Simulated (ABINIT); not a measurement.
Crystal: Sb.

```
Sb
1.0
     3.35453    0.00000    0.00000
    -1.67727    2.90511    0.00000
     0.00000    0.00000    5.47016
Sb
2
Direct
  0.66667 0.33333 0.75000
  0.33333 0.66667 0.25000
```

This isn't the form of Sb at room conditions, which is rhombohedral.

```yaml
Program: ABINIT 10.8.3 (patched build)
Task: single point
Functional: PBE
Potentials_or_basis: JTH PAW PBE v2.0
Cutoff: 435 eV
k_mesh: 9 × 9 × 5
Occupations: fermi-dirac, width 0.05 eV
Spin: no spin polarisation
```

On this cell: pressure 1.3 GPa; largest force under 0.003 eV/Å; band gap on the k mesh none (metal or under the smearing width).

The same run follows on a disturbed copy (atoms moved at random, drawn with an rms of 0.05 Å):

```
Sb
1.0
     3.35453    0.00000    0.00000
    -1.67727    2.90511    0.00000
     0.00000    0.00000    5.47016
Sb
2
Direct
  0.67819 0.33447 0.75155
  0.32096 0.66257 0.25561
```

Problem. What does the disturbed cell give?

Solution. The energy (extrapolated to zero smearing) moves by -1.2 meV/atom; pressure 1.4 GPa; largest force 0.037 eV/Å; band gap on the k mesh none (metal or under the smearing width).

Forces in eV/Å, atoms in the order of the input:
```
Sb   0.025  0.007 -0.027
Sb  -0.025 -0.007  0.027
```

Stress tensor (GPa, compression positive):
```
1.53 0.19 0.02
0.19 1.47 0.01
0.02 0.01 1.17
```

The energy falls, though the first cell shows no forces: that form is unstable against this distortion, unless noise or another electronic state is at work.
